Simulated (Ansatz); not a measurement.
MgO2:

```
Mg O
1.0
     4.82861    0.00000    0.00000
     0.00000    4.82861    0.00000
     0.00000    0.00000    4.82861
Mg O
4 8
Direct
  0.00000 0.00000 0.00000
  0.50000 0.00000 0.50000
  0.50000 0.50000 0.00000
  0.00000 0.50000 0.50000
  0.58942 0.91058 0.08942
  0.91058 0.08942 0.58942
  0.08942 0.58942 0.91058
  0.41058 0.41058 0.41058
  0.58942 0.58942 0.58942
  0.91058 0.41058 0.08942
  0.08942 0.91058 0.41058
  0.41058 0.08942 0.91058
```

The cell is a database's computed one.

```yaml
Program: Ansatz 0.2.0
Task: relaxation of cell and atoms
Functional: LDA
Potentials_or_basis: Ansatz PAW
Cutoff: "420 eV (not typed: the program's choice for these potentials)"
k_mesh: 6 × 6 × 6
Occupations: fermi-dirac, width 0.05 eV
Spin: no spin polarisation
```

At the start: volume 9.38 Å³/atom.

Q: Where does the relaxation end?

A: It ends after 7 steps and the volume is 9.07 Å³/atom (-3.4 %); space group Pa-3 (No. 205, to 0.05 Å).

Step by step:
```csv
step,energy change (eV),largest force (eV/Å),volume (Å³)
1,0.0000,0.5698,112.58
2,-0.0738,0.3180,110.83
3,-0.1109,0.0263,108.94
4,-0.1104,0.0007,109.03
5,-0.0882,0.0013,109.03
6,-0.0903,0.0016,108.80
7,-0.0872,0.0015,108.80
```

Final structure:
```xyz
12
Lattice="4.7739 0.0000 0.0000 0.0000 4.7739 0.0000 0.0000 0.0000 4.7739" Properties=species:S:1:pos:R:3 pbc="T T T"
Mg    0.0000    0.0000    0.0000
Mg    2.3870    0.0000    2.3870
Mg    2.3870    2.3870    0.0000
Mg    0.0000    2.3870    2.3870
O     2.8097    4.3512    0.4227
O     4.3512    0.4227    2.8097
O     0.4227    2.8097    4.3512
O     1.9642    1.9642    1.9642
O     2.8097    2.8097    2.8097
O     4.3512    1.9642    0.4227
O     0.4227    4.3512    1.9642
O     1.9642    0.4227    4.3512
```

Caveat: the plane-wave basis is chosen anew once the cell has moved, so the energies of steps on either side of that aren't comparable; the pressure holds a Pulay correction of +1.2 GPa for the finite cutoff; the PAW data sets come from PBE, with cores solved anew for the run's functional, which leaves a small shift of forces and pressure.
